**Q:** I have ten PBE calculations of one SnSe₂ crystal, and the four SIESTA gaps are the four lowest. SIESTA is also the only program here with norm-conserving pseudopotentials. Isn't that the cause?

Bulk SnSe₂ (space group P-3m1) at one given structure, calculated with 2025 and 2026 releases of the programs named, using PBE without spin polarisation or spin–orbit coupling, an 8×8×5 k mesh and Fermi–Dirac smearing of 0.05 eV. Both gaps are taken on this mesh. The basis is an orbital set for SIESTA, a plane-wave cutoff for Ansatz and Kmax in bohr⁻¹ for FLEUR.

```tsv
program	potentials	basis	gap (eV)	direct gap (eV)
SIESTA	PseudoDojo-0.4-standard-NC	SZ	0.636	0.636
SIESTA	PseudoDojo-0.4-standard-NC	TZDP	0.777	0.964
SIESTA	PseudoDojo-0.4-standard-NC	DZ	0.780	0.780
SIESTA	PseudoDojo-0.4-standard-NC	TZTP	0.783	0.971
Ansatz	Ansatz-PAW-earlier-set	640 eV	0.811	1.107
FLEUR	all-electron	4.5 Kmax	0.811	1.105
FLEUR	all-electron	4 Kmax	0.811	1.105
FLEUR	all-electron	5 Kmax	0.811	1.105
FLEUR	all-electron	3.5 Kmax	0.813	1.109
FLEUR	all-electron	3.8 Kmax	0.813	1.107
```

**A:** It's a tempting reading, because the potentials sort the rows perfectly. But the basis sorts them just as well. SIESTA builds its wavefunctions from orbitals centred on atoms, Ansatz from plane waves, and FLEUR from plane waves joined to atomic functions inside spheres. Two things change together, so you need a comparison in which only one does.

**Q:** The SIESTA rows share their potentials. SZ has one radial function for each shell, DZ has two and TZ three. The endings DP and TP add two or three sets of polarisation functions.

**A:** Then follow the direct gap, the smallest separation of filled and empty levels at one and the same wavevector k. From SZ to TZTP it rises by 0.335 eV, with the potentials untouched. That is about seven tenths of the distance from SZ to FLEUR. Most of the SZ error in this quantity therefore comes from the basis.

**Q:** Does the Ansatz row help as well?

**A:** Yes, within limits. Its PAW method freezes the core, yet its direct gap lies within 0.002 eV of the FLEUR median. So a frozen core need not spoil these gaps. It doesn't clear SIESTA's potentials, which are made in another way.

**Q:** If the basis is to blame, DZ looks good enough. Its gap is 0.780 eV and that of TZTP is 0.783 eV.

**A:** Look at the direct gaps of the same two rows.

**Q:** DZ has 0.780 eV again, but TZTP has 0.971 eV. So in DZ the top of the valence band and the bottom of the conduction band sit at the same k?

**A:** On this mesh, yes, and SZ does the same. In the other eight rows the two edges lie at different k, so the gap is indirect. DZ gets nearly the same number as TZTP from a different band structure. Its agreement is an accident.

**Q:** Could the small basis simply push all empty levels down by the same amount?

**A:** That is a clear second explanation, and it can be tested without fitting anything. Suppose that all empty levels are off by one amount and all filled levels by another. That makes the gap and the direct gap wrong by equal amounts. Their distance must then stay at the all-electron value, which for the FLEUR medians is 1.105 − 0.811 = 0.294 eV.

**Q:** For TZTP I would then add 0.294 to 0.783 and expect a direct gap of 1.077 eV. The calculation gives 0.971 eV, so the estimate is 0.106 eV too high.

**A:** And TZTP had no part in setting the 0.294 eV, so this is a fair test. The estimate is too high for all four SIESTA rows, and worst for SZ and DZ. Multiplying every gap by a common factor fares little better, as the output below shows. The error must depend on k.

**Q:** Can I see that without a model?

**A:** Compare DZ with TZDP. At the k where DZ has both its edges, the levels are 0.780 eV apart. In TZDP no mesh point has a separation below 0.964 eV, so at that k the levels have moved apart by at least 0.184 eV. Meanwhile the gap itself has changed by only 0.003 eV. No uniform shift can do both.

**Q:** Why should a basis treat one k worse than another? The atoms and their orbitals are the same.

**A:** The orbitals are the same, but each k combines them differently. The top of the valence band is mostly Se 4p. The bottom of the conduction band is an antibonding mixture of Sn 5s with Se 4p. At the zone centre, where FLEUR has its direct gap, every cell carries the same phase, and the threefold axis through tin lets its s orbital mix only with those Se p orbitals that point along the layer normal. The conduction minimum is expected near the middle of a zone edge, where the phase alternates from one row of cells to the next. The threefold symmetry is lost, and p orbitals lying in the layer can join in.

**Q:** So the two conduction states have different shapes and ask different things of the basis.

**A:** Yes, though that is only a likely reason for DZ's error: the gaps alone don't show at which k its edges lie, or whether its filled or its empty levels are the more misplaced. A polarisation function has one more unit of angular momentum than the shell it serves, so a p shell receives d functions. They let the charge lean towards a bond or away from it. Symmetry decides which of them may enter a state, and that changes with k just as it does for the p orbitals. One added set of functions can therefore lower one level a good deal and another hardly at all.

**Q:** Lower? But the gaps mostly grew when the basis did.

**A:** In a fixed potential, adding functions to a basis can only lower the levels or leave them where they are. This holds for filled and empty levels alike. A gap grows when the filled level drops further than the empty one, and it stays put when both drop equally. That is why a gap can look converged while the levels behind it are still moving. In a real calculation the potential readjusts too, so take the rule as a guide.

**Q:** From SZ to DZ the gap and the direct gap both rise by 0.144 eV. What does the second radial function do?

**A:** It lets an orbital swell or shrink. Selenium draws charge from tin, so its 4p cloud should be wider in the crystal than in the free atom, and a single fixed shape can't follow. My guess is that this lowers the filled Se states most and so opens the gap. The band edges still share one k, so radial freedom of this kind doesn't repair the order of the levels.

**Q:** Then the polarisation functions repair it in TZDP?

**A:** They are my first suspect. Even SZ holds the filled d shells of tin and selenium, but these are compact and can do little to reshape the outer p charge. Polarisation functions made for the p shells reach further out. That step also brings in a third radial function, though, so the table doesn't separate the two. A DZ basis with polarisation functions would decide it.

**Q:** Would I meet the same thing in another crystal?

**A:** You can meet something similar in silicon. A tight-binding model with only s and p orbitals and nearest neighbours fails to give its conduction valley near the zone boundary. Adding d orbitals, or an excited s orbital, mends that. In a new crystal, ask whether the two band edges differ in k and in orbital mixture. If they do, a small basis may misjudge their order even when the gap looks right.

**Q:** TZDP and TZTP hardly differ. Is TZTP then converged, with the rest due to the potentials?

**A:** The step between them shows only that a third set of polarisation functions adds little. TZTP still falls short of FLEUR by 0.028 eV in the gap and 0.134 eV in the direct gap. Part of that may come from the limited reach of atomic orbitals between the layers, and part from the potentials. This is where your first explanation survives, as a possible share of the remainder. A plane-wave calculation with the same potentials would settle how large that share is.

**Q:** At least the FLEUR value of 0.811 eV is then the gap of SnSe₂?

**A:** It is a well-reproduced PBE gap on this mesh, for this structure. With five divisions along the layer normal, the mesh skips the zone-boundary point L, and the conduction minimum of bulk SnSe₂ is known to lie there or close by. The full PBE gap may therefore be smaller. The structure was also taken as given, and the selenium atoms still feel sizeable forces, so the gap at PBE's own relaxed structure can differ. Against experiment you would also have to reckon with spin–orbit coupling, which is left out, and with PBE's habit of giving gaps that are too small. Agreement between programs tests how the equations were solved, not whether the functional is right.

**Q:** Does the difference between direct and indirect matter for a device?

**A:** It does if SnSe₂ serves as a transistor channel, and its currents are calculated with just such atomic orbitals. Where the band edges lie at different k, an electron tunnelling between the bands usually needs a phonon or a defect to supply the change of momentum. A basis that makes the gap falsely direct could make this leakage look too easy. So check a small basis against level separations at several k before you trust its currents.

Numerical output:

```
Shortfalls against the FLEUR median and two uniform-error models in eV:
     row  direct less gap  gap too low by  direct gap too low by  direct gap if rigid shift  miss of rigid shift  direct gap if scaled  miss of scaling
  SIESTA                0           0.175                  0.469                       0.93                0.294                0.8666           0.2306
  SIESTA            0.187           0.034                  0.141                      1.071                0.107                 1.059          0.09467
  SIESTA                0           0.031                  0.325                      1.074                0.294                 1.063           0.2828
  SIESTA            0.188           0.028                  0.134                      1.077                0.106                 1.067          0.09585
  Ansatz            0.296               0                 -0.002                      1.105               -0.002                 1.105           -0.002
   FLEUR            0.294               0                      0                      1.105                    0                 1.105                0
   FLEUR            0.294               0                      0                      1.105                    0                 1.105                0
   FLEUR            0.294               0                      0                      1.105                    0                 1.105                0
   FLEUR            0.296          -0.002                 -0.004                      1.107               -0.002                 1.108        -0.001275
   FLEUR            0.294          -0.002                 -0.002                      1.107            -2.22e-16                 1.108         0.000725
FLEUR median gap in eV: 0.811
FLEUR median direct gap in eV: 1.105
Spread of the FLEUR gaps in eV: 0.002
Spread of the FLEUR direct gaps in eV: 0.004
Ansatz direct gap less FLEUR median in eV: 0.002
SZ to DZ change of the gap and of the direct gap alike in eV: 0.144
DZ to TZDP change of the gap in eV: -0.003
DZ to TZDP change of the direct gap in eV: 0.184
TZDP to TZTP change of the gap in eV: 0.006
TZDP to TZTP change of the direct gap in eV: 0.007
SZ to TZTP change of the gap in eV: 0.147
SZ to TZTP change of the direct gap in eV: 0.335
Part of the SZ gap shortfall removed by TZTP in percent: 84
Part of the SZ direct gap shortfall removed by TZTP in percent: 71.43
TZTP less DZ gap in eV: 0.003
TZTP less DZ direct gap in eV: 0.191
TZTP shortfall of the direct gap over that of the gap: 4.786
FLEUR 3.5 Kmax gap at the zone centre in eV: 1.109
```
